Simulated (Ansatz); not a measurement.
Sensitivity of the gradients in SiO₂ to the input

Cell: a computed structure from the Materials Project (it need not be an observed phase), atoms as given.

Space group P6_522 (No. 179); a = 7.3006, c = 7.0051 Å, γ = 120.00°.

```csv
site,Wyckoff,site symmetry,x,y,z
Si,6b,..2,0.5339,0.7669,0.4167
O7,6b,..2,0.6123,0.3877,0.0833
O8,6a,.2.,0.0000,0.6829,0.1667
```

One atom of each set is listed.

Reference run. All values are calculated (Ansatz; DFT, PBE, plane waves and PAW, scalar-relativistic, 420 eV cutoff, Γ-centred 4×4×3 k-points, Fermi–Dirac smearing 0.02 eV), not measured.

**Question.** The input is changed as follows: `basis.ecutwfc`: not typed → 22.0 Ry. What happens to V_zz (10²¹ V/m²) and η?

**Answer.** 

| site | V_zz reference | η reference | V_zz changed | η changed |
| --- | --- | --- | --- | --- |
| Si | -0.41 | 0.10 | -0.42 | 0.11 |
| O7 | 10.18 | 0.00 | 9.73 | 0.00 |
| O8 | 10.05 | 0.03 | 9.62 | 0.04 |

The largest change of V_zz is on O7, from 10.18 to 9.73. In per cent, |V_zz| changes by -4 on O (all sites that start above 0.5). SCF iterations: 6 and 7. New warnings: cutoff below recommended. In the changed run the cutoff of 299 eV lies below the one recommended for these PAW files, so its values aren't converged ones.
